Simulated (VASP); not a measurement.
# MgS in VASP: one cell, several levels of theory, part 2 of 2

The system is MgS (zincblende), a generated structure that needn't be the ground state.

VASP 6.6.1, plane waves, PAW.

## (3) Single point with r2SCAN

INCAR reads:

```
ENCUT = 520.000000
SIGMA = 0.010000
EDIFF = 1.00e-07
ALGO = Normal
METAGGA = R2SCAN
PREC = Accurate
IBRION = -1
ISIF = 2
ISMEAR = 0
NBANDS = 11
NELM = 120
NSW = 0
LASPH = .TRUE.
LCHARG = .FALSE.
LWAVE = .FALSE.
LREAL = .FALSE.
```

KPOINTS reads:

```
KPOINTS created by Atomic Simulation Environment
0
Gamma
8 8 8
0 0 0
```

KPOINTS_OPT reads:

```
special points
6
Reciprocal
0.0000000000 0.0000000000 0.0000000000 1
-0.5000000000 -0.5000000000 0.0000000000 1
-0.3750000000 -0.3750000000 0.2500000000 1
-0.3750000000 0.0000000000 0.3750000000 1
0.0000000000 0.0000000000 0.5000000000 1
-0.5000000000 -0.2500000000 0.2500000000 1
```

POSCAR reads:

```
Mg S
 1.0000000000000000
     0.0000000000000000    2.8450312253000001    2.8450312253000001
     2.8450312253000001    0.0000000000000000    2.8450312253000001
     2.8450312253000001    2.8450312253000001    0.0000000000000000
 Mg  S
   1   1
Cartesian
  0.0000000000000000  0.0000000000000000  0.0000000000000000
  1.4225156126500000  1.4225156126500000  1.4225156126500000
```

Run with:

```
$ mpirun -np 1 vasp_std
```

Standard output, without the iteration lines:

```text
POSCAR found type information on POSCAR MgS
 POSCAR found :  2 types and       2 ions
 -----------------------------------------------------------------------------
|                                                                             |
|                                                                             |
|     You enforced a specific xc type in the INCAR file but a different       |
|     I HOPE YOU KNOW WHAT YOU ARE DOING!                                     |
|                                                                             |
 -----------------------------------------------------------------------------

 LDA part: xc-table for (None), standard interpolation
 POSCAR, INCAR and KPOINTS ok, starting setup
 FFT: planning ... GRIDC
 FFT: planning ... GRID_SOFT
 FFT: planning ... GRID
 WAVECAR not read
 entering main loop
 Start KPOINTS_OPT (optional k-point list driver)
k-point batch [1-6\6]
```

OSZICAR:

```text
N       E                     dE             d eps       ncg     rms          rms(c)
DAV:   1     0.153030267875E+02    0.15303E+02   -0.35321E+03   662   0.595E+02
DAV:   2    -0.154047831408E+02   -0.30708E+02   -0.29498E+02   773   0.101E+02
DAV:   3    -0.172265041669E+02   -0.18217E+01   -0.18187E+01   809   0.264E+01
DAV:   4    -0.172404245417E+02   -0.13920E-01   -0.13919E-01   741   0.273E+00
DAV:   5    -0.172405985174E+02   -0.17398E-03   -0.17397E-03   812   0.301E-01    0.418E+00
DAV:   6    -0.154256500961E+02    0.18149E+01   -0.12747E+00   680   0.555E+00    0.419E+00
DAV:   7    -0.154345083006E+02   -0.88582E-02   -0.26268E-01   731   0.232E+00    0.264E+00
DAV:   8    -0.154471866916E+02   -0.12678E-01   -0.11116E-02   686   0.781E-01    0.121E-01
DAV:   9    -0.154474670746E+02   -0.28038E-03   -0.21696E-04   878   0.927E-02    0.112E-01
DAV:  10    -0.154477091229E+02   -0.24205E-03   -0.24627E-04   674   0.135E-01    0.414E-02
DAV:  11    -0.154477110130E+02   -0.18902E-05   -0.15282E-06   819   0.876E-03    0.455E-03
DAV:  12    -0.154477104730E+02    0.54004E-06   -0.90767E-08   737   0.243E-03    0.126E-03
DAV:  13    -0.154477103483E+02    0.12472E-06   -0.15710E-08   534   0.781E-04    0.608E-04
DAV:  14    -0.154477103457E+02    0.25906E-08   -0.15775E-09   379   0.309E-04
   1 F= -.15447710E+02 E0= -.15447710E+02  d E =-.249624E-25
       N       E                     dE             ncg
DAV:   1     0.384239438441E+03   -0.14438E+04      140
DAV:   2     0.211057709304E+03   -0.17318E+03      188
DAV:   3     0.203757837205E+03   -0.72999E+01      162
DAV:   4     0.203700576111E+03   -0.57261E-01      159
DAV:   5     0.203699729666E+03   -0.84645E-03      167
DAV:   6     0.203699716723E+03   -0.12944E-04      153
DAV:   7     0.203699716446E+03   -0.27693E-06      175
DAV:   8     0.203699716441E+03   -0.44922E-08      154
```

From OUTCAR:

```text
k-points           NKPTS =     29   k-points in BZ     NKDIM =     29   number of bands    NBANDS=     11

   NELECT =       8.0000    total number of electrons

   dimension x,y,z NGX =    30 NGY =   30 NGZ =   30
   dimension x,y,z NGXF=    60 NGYF=   60 NGZF=   60

  energy-cutoff  :      520.00
  volume of cell :       46.06
      direct lattice vectors                 reciprocal lattice vectors
     0.000000000  2.845031225  2.845031225    -0.175744996  0.175744996  0.175744996
     2.845031225  0.000000000  2.845031225     0.175744996 -0.175744996  0.175744996
     2.845031225  2.845031225  0.000000000     0.175744996  0.175744996 -0.175744996

 k-points in reciprocal lattice and weights: KPOINTS created by Atomic Simulation Env
   0.00000000  0.00000000  0.00000000       0.002
   0.12500000  0.00000000  0.00000000       0.016
   0.25000000  0.00000000  0.00000000       0.016
   0.37500000  0.00000000  0.00000000       0.016
   0.50000000  0.00000000  0.00000000       0.008
   0.12500000  0.12500000  0.00000000       0.012
   0.25000000  0.12500000  0.00000000       0.047
   0.37500000  0.12500000  0.00000000       0.047
[... 21 more k-points ...]

 E-fermi :   0.7471

 k-point     1 :       0.0000    0.0000    0.0000
  band No.  band energies     occupation
      1     -11.0117      2.00000
      2       0.6774      2.00000
      3       0.6774      2.00000
      4       0.6774      2.00000
      5       4.7273      0.00000
      6       9.2320      0.00000
      7       9.2320      0.00000
      8       9.2320      0.00000
      9      12.1007      0.00000
     10      12.1007      0.00000
     11      15.2515      0.00000

 k-point     2 :       0.1250    0.0000    0.0000
  band No.  band energies     occupation
      1     -10.9247      2.00000
      2       0.0280      2.00000
      3       0.6246      2.00000
      4       0.6246      2.00000
      5       5.3664      0.00000
      6       9.0475      0.00000
      7       9.4135      0.00000
      8       9.4135      0.00000
      9      11.6406      0.00000
     10      11.6406      0.00000
     11      14.5151      0.00000

 k-point     3 :       0.2500    0.0000    0.0000
  band No.  band energies     occupation
      1     -10.7001      2.00000
      2      -1.1342      2.00000
      3       0.5048      2.00000
      4       0.5048      2.00000
      5       6.2389      0.00000
      6       9.0767      0.00000
      7       9.4303      0.00000
      8       9.4303      0.00000
      9      11.7200      0.00000
     10      11.7200      0.00000
     11      13.6273      0.00000

 k-point     4 :       0.3750    0.0000    0.0000
  band No.  band energies     occupation
      1     -10.4504      2.00000
      2      -2.0660      2.00000
      3       0.3943      2.00000
      4       0.3943      2.00000
      5       6.4373      0.00000
      6       9.0462      0.00000
      7       9.0462      0.00000
      8       9.6315      0.00000
      9      13.0670      0.00000
     10      13.0670      0.00000
     11      13.6686      0.00000

 k-point     5 :       0.5000    0.0000    0.0000
  band No.  band energies     occupation
      1     -10.3378      2.00000
      2      -2.4200      2.00000
      3       0.3510      2.00000
      4       0.3510      2.00000
      5       6.4116      0.00000
      6       8.8672      0.00000
      7       8.8672      0.00000
      8       9.8670      0.00000
      9      14.3813      0.00000
     10      14.4913      0.00000
     11      14.4913      0.00000

 k-point     6 :       0.1250    0.1250    0.0000
  band No.  band energies     occupation
      1     -10.8958      2.00000
      2       0.0361      2.00000
      3       0.4984      2.00000
      4       0.4984      2.00000
      5       5.5789      0.00000
      6       8.6900      0.00000
      7       9.6681      0.00000
      8       9.6681      0.00000
      9      10.6623      0.00000
     10      12.3717      0.00000
     11      15.8280      0.00000

 k-point     7 :       0.2500    0.1250    0.0000
  band No.  band energies     occupation
      1     -10.7168      2.00000
      2      -0.8296      2.00000
      3       0.3336      2.00000
      4       0.3740      2.00000
      5       6.3773      0.00000
      6       8.4342      0.00000
      7       9.3699      0.00000
      8       9.9695      0.00000
      9      10.8114      0.00000
     10      12.5676      0.00000
     11      14.8459      0.00000

 k-point     8 :       0.3750    0.1250    0.0000
  band No.  band energies     occupation
      1     -10.4725      2.00000
      2      -1.7535      2.00000
      3       0.1746      2.00000
      4       0.2273      2.00000
      5       6.7873      0.00000
      6       8.3984      0.00000
      7       9.3067      0.00000
      8       9.6942      0.00000
      9      12.1035      0.00000
     10      13.6426      0.00000
     11      14.4319      0.00000

 k-point     9 :       0.5000    0.1250    0.0000
  band No.  band energies     occupation
      1     -10.3086      2.00000
      2      -2.2620      2.00000
      3      -0.0189      2.00000
      4       0.2313      2.00000
      5       6.8807      0.00000
      6       8.0791      0.00000
      7       9.3292      0.00000
      8      10.1906      0.00000
      9      13.2555      0.00000
     10      14.5336      0.00000
     11      15.2457      0.00000

 k-point    10 :      -0.3750    0.1250    0.0000
  band No.  band energies     occupation
      1     -10.3461      2.00000
      2      -2.1484      2.00000
      3      -0.0969      2.00000
      4       0.3417      2.00000
      5       6.9861      0.00000
      6       8.1773      0.00000
      7       9.2568      0.00000
      8      10.0451      0.00000
      9      12.7202      0.00000
     10      14.2278      0.00000
     11      15.1309      0.00000

 k-point    11 :      -0.2500    0.1250    0.0000
  band No.  band energies     occupation
      1     -10.5555      2.00000
      2      -1.4741      2.00000
      3      -0.0009      2.00000
      4       0.5037      2.00000
      5       6.8955      0.00000
      6       8.6668      0.00000
      7       9.2107      0.00000
      8       9.5349      0.00000
      9      11.1203      0.00000
     10      13.4621      0.00000
     11      14.5613      0.00000

 k-point    12 :      -0.1250    0.1250    0.0000
  band No.  band energies     occupation
      1     -10.7914      2.00000
      2      -0.5776      2.00000
      3       0.2891      2.00000
      4       0.6257      2.00000
      5       6.1244      0.00000
      6       8.7804      0.00000
      7       9.4979      0.00000
      8       9.6340      0.00000
      9      10.7266      0.00000
     10      12.1570      0.00000
     11      15.0256      0.00000

 k-point    13 :       0.2500    0.2500    0.0000
  band No.  band energies     occupation
      1     -10.5975      2.00000
      2      -1.0183      2.00000
      3       0.1120      2.00000
      4       0.1120      2.00000
      5       6.3490      0.00000
      6       7.8075      0.00000
      7       9.6981      0.00000
      8      10.8180      0.00000
      9      10.8180      0.00000
     10      13.1652      0.00000
     11      16.9872      0.00000

 k-point    14 :       0.3750    0.2500    0.0000
  band No.  band energies     occupation
      1     -10.3992      2.00000
      2      -1.5692      2.00000
      3      -0.1751      2.00000
      4      -0.0319      2.00000
      5       6.2474      0.00000
      6       7.7739      0.00000
      7       9.7043      0.00000
      8      11.0171      0.00000
      9      12.1539      0.00000
     10      14.1126      0.00000
     11      16.1407      0.00000

 k-point    15 :       0.5000    0.2500    0.0000
  band No.  band energies     occupation
      1     -10.2344      2.00000
      2      -1.9313      2.00000
      3      -0.6191      2.00000
      4      -0.0314      2.00000
      5       6.3844      0.00000
      6       8.2524      0.00000
      7       9.8502      0.00000
      8      10.5941      0.00000
      9      13.0875      0.00000
     10      14.7065      0.00000
     11      15.9785      0.00000

 k-point    16 :      -0.3750    0.2500    0.0000
  band No.  band energies     occupation
      1     -10.2149      2.00000
      2      -1.9158      2.00000
      3      -0.9153      2.00000
      4       0.1123      2.00000
      5       6.8393      0.00000
      6       8.4140      0.00000
      7      10.1032      0.00000
      8      10.2218      0.00000
      9      12.7820      0.00000
     10      13.0043      0.00000
     11      16.3579      0.00000

[... the tables of k-points 17 to 29 left out ...]

  Total       -0.3294470     -0.3294470     -0.3294470     -0.0000000      0.0000000     -0.0000000
  in kB      -11.4605397    -11.4605397    -11.4605397     -0.0000000      0.0000000     -0.0000000
  external PRESSURE =     -11.4605397 kB  Pullay stress =       0.0000000 kB

 POSITION                                       TOTAL-FORCE (eV/Angst)
 -----------------------------------------------------------------------------------
      0.00000      0.00000      0.00000        -0.000000     -0.000000     -0.000000
      1.42252      1.42252      1.42252         0.000000      0.000000      0.000000
 -----------------------------------------------------------------------------------
    total drift:                               -0.000002     -0.000002     -0.000002

  FREE ENERGIE OF THE ION-ELECTRON SYSTEM (eV)
  ---------------------------------------------------
  free  energy   TOTEN  =       -15.4477103457 eV

  energy  without entropy=      -15.4477103457  energy(sigma->0) =      -15.44771035
```

Run time: 55 s. Hardware: 1 MPI rank of Intel Xeon Platinum 8488C, shared host; peak memory 0.17 GiB.

The levels at the points of KPOINTS_OPT are read from vasprun.xml.

Band energies at the special points (eV, zero at the top of v, the last band that the electrons fill by count):

| point | v−1 | v | c | c+1 |
| --- | --- | --- | --- | --- |
| Γ | 0.00 | 0.00 | 4.05 | 8.55 |
| X | -1.03 | -1.03 | 4.33 | 6.24 |
| U | -1.86 | -0.81 | 5.31 | 7.57 |
| K | -1.86 | -0.81 | 5.31 | 7.57 |
| L | -0.33 | -0.33 | 5.73 | 8.19 |
| W | -1.83 | -1.31 | 5.98 | 8.61 |

r2SCAN gives a direct gap of 4.05 eV at Γ. Pressure: -1.15 GPa; the forces vanish within 0.01 eV/Å.

## (4) Summary

What follows sums up all 2 parts.

```
 level  gap (eV)  pressure (GPa)
   PBE      3.38            0.07
r2SCAN      4.05           -1.15
```

**Reading.** The gap spans 3.38 eV (PBE) to 4.05 eV (r2SCAN). The pressure is highest with PBE (0.1 GPa) and lowest with r2SCAN (-1.1 GPa), which orders the cells that they would relax to.
